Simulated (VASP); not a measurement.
# TiAl (Pm-3m) in VASP: further runs, part 2 of 2

VASP 6.6.1.

### Step 5. Single point, PBE

The input, INCAR:

```
SYSTEM = TiAl
  ADDGRID = .FALSE.
  ALGO = Normal
  EDIFF = 1E-6
  ENCUT = 460
  GGA = PE
  ISIF = 2
  ISMEAR = 0
  LASPH = .TRUE.
  LCHARG = .FALSE.
  LREAL = .FALSE.
  LWAVE = .FALSE.
  NELM = 100
  PREC = Accurate
  SIGMA = 0.1
```

The input, KPOINTS:

```
k-points
0
G
  10 10 10
  0 0 0
```

The input, POSCAR:

```
TiAl
1.0
    3.1790640000      0.0000000000      0.0000000000
    0.0000000000      3.1790640000      0.0000000000
    0.0000000000      0.0000000000      3.1790640000
Ti Al
1 1
Direct
    0.0000000000      0.0000000000      0.0000000000
    0.5000000000      0.5000000000      0.5000000000
```

Potentials or basis: VASP PAW PBE potentials, release 64 (Ti_sv, Al).

Launch:

```bash
$ cat potpaw_PBE.64/Ti_sv/POTCAR potpaw_PBE.64/Al/POTCAR > POTCAR
$ mpirun -np 1 vasp_std > vasp.out
```

OUTCAR:

```text
SYSTEM = TiAl
   EDIFF = 1E-6
   ENCUT = 460
   GGA = PE
   ISIF = 2
   ISMEAR = 0
   LASPH = .TRUE.
   LREAL = .FALSE.
   NELM = 100
   PREC = Accurate

 Found     56 irreducible k-points:

 Following reciprocal coordinates:
            Coordinates               Weight
  0.000000  0.000000  0.000000      1.000000
  0.100000  0.000000  0.000000      6.000000
  0.200000  0.000000  0.000000      6.000000
  0.300000  0.000000  0.000000      6.000000
  0.400000  0.000000  0.000000      6.000000
  0.500000  0.000000  0.000000      3.000000
   k-points           NKPTS =     56   k-points in BZ     NKDIM =     56   number of bands    NBANDS=     11
   number of dos      NEDOS =    301   number of ions     NIONS =      2
   total plane-waves  NPLWV =  13824
   dimension x,y,z NGX =    24 NGY =   24 NGZ =   24
   dimension x,y,z NGXF=    48 NGYF=   48 NGZF=   48
   ions per type =               1   1
   NGX,Y,Z   is equivalent  to a cutoff of  12.55, 12.55, 12.55 a.u.
   NGXF,Y,Z  is equivalent  to a cutoff of  25.10, 25.10, 25.10 a.u.
 SYSTEM =  TiAl
   PREC   = accura    normal or accurate (medium, high low for compatibility)
   ISTART =      0    job   : 0-new  1-cont  2-samecut
   ICHARG =      2    charge: 1-file 2-atom 10-const
   ISPIN  =      1    spin polarized calculation?
   LNONCOLLINEAR =      F non collinear calculations
   LSORBIT =      F    spin-orbit coupling
   LASPH  =      T    aspherical Exc in radial PAW
   ENCUT  =  460.0 eV  33.81 Ry    5.81 a.u.   5.56  5.56  5.56*2*pi/ulx,y,z
   NELM   =    100;   NELMIN=  2; NELMDL= -5     # of ELM steps
   EDIFF  = 0.1E-05   stopping-criterion for ELM
   LREAL  =      F    real-space projection
   EDIFFG = 0.1E-04   stopping-criterion for IOM
   NSW    =      0    number of steps for IOM
   IBRION =     -1    ionic relax: 0-MD 1-quasi-New 2-CG
   NFREE  =      0    steps in history (QN), initial steepest desc. (CG)
   ISIF   =      2    stress and relaxation
   ISYM   =      2    0-nonsym 1-usesym 2-fastsym
   POTIM  = 0.5000    time-step for ionic-motion
   TEBEG  =    0.0;   TEEND  =   0.0 temperature during run
   PSTRESS=    0.0 pullay stress
   NELECT =      15.0000    total number of electrons
   NUPDOWN=      -1.0000    fix difference up-down
   EMIN   =  10.00;   EMAX   =-10.00  energy-range for DOS
   EFERMI =   0.00;   METHOD = LEGACY
   ISMEAR =     0;   SIGMA  =   0.10  broadening in eV -4-tet -1-fermi 0-gaus
   EFERMI_NEDOS =   21; number of points for ismear=-14 and -15
   IALGO  =     38    algorithm
   IMIX   =      4    mixing-type and parameters
     AMIX     =   0.40;   BMIX     =  1.00
     AMIX_MAG =   1.60;   BMIX_MAG =  1.00
  volume/ion in A,a.u.               =      16.06       108.41
  Fermi-wavevector in a.u.,A,eV,Ry     =   1.270007  2.399964 21.945065  1.612917
  Thomas-Fermi vector in A             =   2.403017
   LORBIT       =      0    0 simple, 1 ext, 2 COOP (PROOUT), +10 PAW based schemes
   GGA     = PE    functional components
   LHFCALC =     F    Hartree Fock is set to
   AEXX    =    0.0000 exact exchange contribution
   IVDW    =     0    specifies the selected vdW correction
   LEPSILON=     F    determine dielectric tensor
   LRPA    =     F    only Hartree local field effects (RPA)
 non-spin polarized calculation
 Gauss-broadening in eV      SIGMA  =   0.10
  energy-cutoff  :      460.00
  volume of cell :       32.13
 maximum number of plane-waves:       739
 NGX is ok and might be reduce to    24
   NGX = 11   NGY = 11   NGZ = 11

 number of electron      14.9999994 magnetization

 Free energy of the ion-electron system (eV)
  ---------------------------------------------------
  ext. energy  EPLUGINS =         0.00000000
  ---------------------------------------------------
  free energy    TOTEN  =       -12.11454404 eV

  energy without entropy =      -12.10061314  energy(sigma->0) =      -12.10757859

 E-fermi :   8.7824     XC(G=0): -11.0866

 val. band max:        8.7713142012   @ k =   0.4000   0.3000   0.2000
 cond. band min:       8.7894294607   @ k =   0.4000   0.2000   0.2000
 fundamental gap:      0.0181152595
 Fermi energy:         8.7824418327

 k-point     1 :       0.0000    0.0000    0.0000
  band No.  band energies     occupation
      1     -48.1179      2.00000
      2     -24.3202      2.00000
      3     -24.3202      2.00000
      4     -24.3202      2.00000
      5      -0.4993      2.00000
      6       7.3377      2.00000
      7       7.3377      2.00000
      8      10.5832      0.00000
      9      10.5832      0.00000
     10      10.5832      0.00000
     11      13.1889      0.00000

 k-point     2 :       0.1000    0.0000    0.0000
  band No.  band energies     occupation
      1     -48.1164      2.00000
      2     -24.3367      2.00000
      3     -24.3187      2.00000
      4     -24.3187      2.00000
      5      -0.3400      2.00000
      6       7.2489      2.00000
      7       7.4090      2.00000
      8      10.3213      0.00000
      9      10.3213      0.00000
     10      10.6020      0.00000
     11      12.5743      0.00000

 k-point     3 :       0.2000    0.0000    0.0000
  band No.  band energies     occupation
      1     -48.1127      2.00000
      2     -24.3796      2.00000
      3     -24.3150      2.00000
      4     -24.3150      2.00000
      5       0.1289      2.00000
      6       6.8197      2.00000
      7       7.6065      2.00000
      8       9.8129      0.00000
      9       9.8129      0.00000
     10      10.6519      0.00000
     11      11.7271      0.00000

 k-point     4 :       0.3000    0.0000    0.0000
  band No.  band energies     occupation
      1     -48.1081      2.00000
      2     -24.4324      2.00000
      3     -24.3103      2.00000
      4     -24.3103      2.00000
      5       0.8816      2.00000
      6       5.8549      2.00000
      7       7.8772      2.00000
      8       9.3473      0.00000
      9       9.3473      0.00000
     10      10.7147      0.00000
     11      11.4738      0.00000

 k-point     5 :       0.4000    0.0000    0.0000
  band No.  band energies     occupation
      1     -48.1042      2.00000
      2     -24.4747      2.00000
      3     -24.3065      2.00000
      4     -24.3065      2.00000
      5       1.8673      2.00000
      6       4.5761      2.00000
      7       8.1243      2.00000
      8       9.0384      0.00029
      9       9.0384      0.00029
     10      10.7666      0.00000
     11      11.6371      0.00000

 k-point     6 :       0.5000    0.0000    0.0000
  band No.  band energies     occupation
      1     -48.1028      2.00000
      2     -24.4908      2.00000
      3     -24.3051      2.00000
      4     -24.3051      2.00000
      5       2.7336      2.00000
      6       3.5852      2.00000
      7       8.2271      2.00000
      8       8.9312      0.03545
      9       8.9312      0.03545
     10      10.7867      0.00000
     11      11.7602      0.00000

 [... further k-points ...]

------------------------ aborting loop because EDIFF is reached ----------------------------------------

  FORCE on cell =-STRESS in cart. coord.  units (eV):
  Direction    XX          YY          ZZ          XY          YZ          ZX
  --------------------------------------------------------------------------------------
  -------------------------------------------------------------------------------------
  Total        0.1253907      0.1253907      0.1253907     -0.0000000     -0.0000000      0.0000000
  in kB        6.2528518      6.2528518      6.2528518     -0.0000000     -0.0000000      0.0000000
  external PRESSURE =       6.2528518 kB  Pullay stress =       0.0000000 kB

 VOLUME and BASIS-vectors are now :
 -----------------------------------------------------------------------------
  energy-cutoff  :      460.00
  volume of cell :       32.13
      direct lattice vectors                 reciprocal lattice vectors
     3.179064000  0.000000000  0.000000000     0.314557996  0.000000000  0.000000000
     0.000000000  3.179064000  0.000000000     0.000000000  0.314557996  0.000000000
     0.000000000  0.000000000  3.179064000     0.000000000  0.000000000  0.314557996

 POSITION                                       TOTAL-FORCE (eV/Angst)
 -----------------------------------------------------------------------------------
      0.00000      0.00000      0.00000         0.000000      0.000000      0.000000
      1.58953      1.58953      1.58953         0.000000      0.000000      0.000000
 -----------------------------------------------------------------------------------
    total drift:                                0.000000      0.000000      0.000000

  FREE ENERGIE OF THE ION-ELECTRON SYSTEM (eV)
  ---------------------------------------------------
  free  energy   TOTEN  =       -12.1145440418 eV

  energy  without entropy=      -12.1006131410  energy(sigma->0) =      -12.10757859
```

stdout:

```text
POSCAR found type information on POSCAR TiAl
 POSCAR found :  2 types and       2 ions
 scaLAPACK will be used
 LDA part: xc-table for (Slater+PW92), standard interpolation
 POSCAR, INCAR and KPOINTS ok, starting setup
 FFT: planning ... GRIDC
 FFT: planning ... GRID_SOFT
 FFT: planning ... GRID
 WAVECAR not read
 entering main loop
```

Wall time 5.1 s (1 thread of Intel Xeon 6975P-C (Granite Rapids), shared host); peak memory 0.14 GiB.

The run converged, but some of its settings lie outside the range that counts as converged, so its numbers aren't taken as properties of the crystal.

Results:

```
Free energy            : -12.1145 eV
Pressure               : 0.6 GPa
Band gap on the k mesh : none (metal or under the smearing width)
```

### Step 6. Single point, PBE

Changes to INCAR since step 5:

```diff
@@ -7,3 +7,3 @@
   ISIF = 2
-  ISMEAR = 0
+  ISMEAR = 1
   LASPH = .TRUE.
```

KPOINTS is that of step 5.

POSCAR is that of step 5.

Potentials or basis: VASP PAW PBE potentials, release 64 (Ti_sv, Al).

Launch:

```bash
$ cat potpaw_PBE.64/Ti_sv/POTCAR potpaw_PBE.64/Al/POTCAR > POTCAR
$ mpirun -np 1 vasp_std > vasp.out
```

Wall time 5.2 s (1 thread of Intel Xeon 6975P-C (Granite Rapids), shared host); peak memory 0.14 GiB.

The run converged, but some of its settings lie outside the range that counts as converged, so its numbers aren't taken as properties of the crystal.

Results:

```
Free energy            : -12.1076 eV
Pressure               : 0.6 GPa
Band gap on the k mesh : none (metal or under the smearing width)
```

### Step 7. The reference run

An earlier run on the cell as given: functional PBEsol; potentials or basis VASP PAW PBE potentials, release 64 (Ti_sv, Al); cutoff 520 eV; k mesh 8 × 8 × 8; occupations fermi-dirac, width 0.05 eV; no spin polarisation.

* Pressure: -2.3 GPa
* Band gap on the k mesh: none (metal or under the smearing width)
